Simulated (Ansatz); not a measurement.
## EuS in the rocksalt structure

The computed numbers are results of PBE+U (U_eff = 6 eV on Eu 4f), scalar-relativistic (collinear spin) in the plane-wave PAW code Ansatz at 420 eV, 6×6×6 k-mesh, Gaussian smearing of 0.05 eV. The datasets are Ansatz's generated set soft_2.

```
Eu S
1.0
     0.00000    2.99238    2.99238
     2.99238    0.00000    2.99238
     2.99238    2.99238    0.00000
Eu S
1 1
Cartesian
  2.9924 2.9924 2.9924
  0.0000 0.0000 0.0000
```

The compound is reported in the structure type of the start.

Starting moments: Eu 7.5 μB on each such atom, all parallel.

The open shells were started in several ways at this geometry:
- carried from the relaxation
- from atoms, symmetry kept, no search for lower states
- from atoms, default search
- from atoms, wider search

Problem. Do they end in different states?

Solution. No. All 4 end within 0.5 meV/atom, with a gap of 0.77 eV, spin moments Eu 6.87; S -0.06 μB and occupations Eu1 up: 0.99 0.99 0.99 1.00 1.00 1.00 1.00; Eu1 down: 0.00 0.00 0.00 0.00 0.00 0.00 0.00.

Scalar-relativistic only: spin–orbit splittings of the heavy atoms' levels are missing. Site moments are of spin, integrated over atomic spheres. The k-mesh is coarse, so small energy differences aren't converged.
